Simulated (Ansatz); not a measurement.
A AlNi cell: a crystal with Al and Ni atoms exchanged, relaxed.

```yaml
crystal:
  lattice:
    - [6.39325, -0.01550, 0.01551]
    - [3.18051, -0.02790, -5.55611]
    - [3.18051, 5.55612, 0.02790]
  atoms:
    - { symbol: Al, position: [0.00219, 0.53125, 0.50844] }
    - { symbol: Al, position: [0.20319, 0.01457, 0.51405] }
    - { symbol: Al, position: [0.51133, 0.44595, 0.50165] }
    - { symbol: Al, position: [0.00219, 0.00895, 0.03074] }
    - { symbol: Al, position: [0.26981, 0.49773, 0.99721] }
    - { symbol: Ni, position: [0.77106, 0.98844, 0.48792] }
    - { symbol: Al, position: [0.51133, 0.00217, 0.94543] }
    - { symbol: Al, position: [0.74636, 0.49358, 0.99307] }
    - { symbol: Ni, position: [0.29161, 0.74731, 0.24679] }
    - { symbol: Ni, position: [0.47828, 0.22915, 0.24950] }
    - { symbol: Al, position: [0.71851, 0.76585, 0.26534] }
    - { symbol: Ni, position: [0.22560, 0.24783, 0.74731] }
    - { symbol: Ni, position: [0.47828, 0.75002, 0.72863] }
    - { symbol: Ni, position: [0.01443, 0.27654, 0.24815] }
    - { symbol: Ni, position: [0.75511, 0.25600, 0.75548] }
    - { symbol: Ni, position: [0.01443, 0.74867, 0.77603] }
```

Level of theory: Ansatz, DFT PBE, scalar-relativistic, plane waves, PAW.

Settings: cutoff 420 eV, Γ-centred mesh 7×6×5 on the computed 16-atom cell, Gaussian smearing of 0.10 eV; no spin polarisation.

Describe its local order.

Counting as bonded all pairs within 1.3 times the summed covalent radii:

| atom → neighbour | mean count | mean length (Å) | spread (Å) |
| --- | --- | --- | --- |
| Al → Al | 5.00 | 2.80 | 0.12 |
| Al → Ni | 7.50 | 2.54 | 0.12 |
| Ni → Al | 7.50 | 2.54 | 0.12 |
| Ni → Ni | 5.50 | 2.79 | 0.10 |

Angles between all pairs of such bonds at an atom (mean ± spread): 97 ± 35° at Al, 97 ± 35° at Ni.

Does it have a gap?

It has no gap on the mesh. Levels at Γ next to the Fermi level (eV from it): -0.88, -0.67, -0.47, -0.46, -0.41, -0.35, 2.15, 2.75, 3.00, 4.20, 4.41. It lies 0.54 eV/atom below the elements' standard states (static lattices, no corrections for gases).

Cost: 2 runs of about 8.7 core-minutes in all (earlier runs that led there not counted), on Arm Neoverse V2 (shared hosts).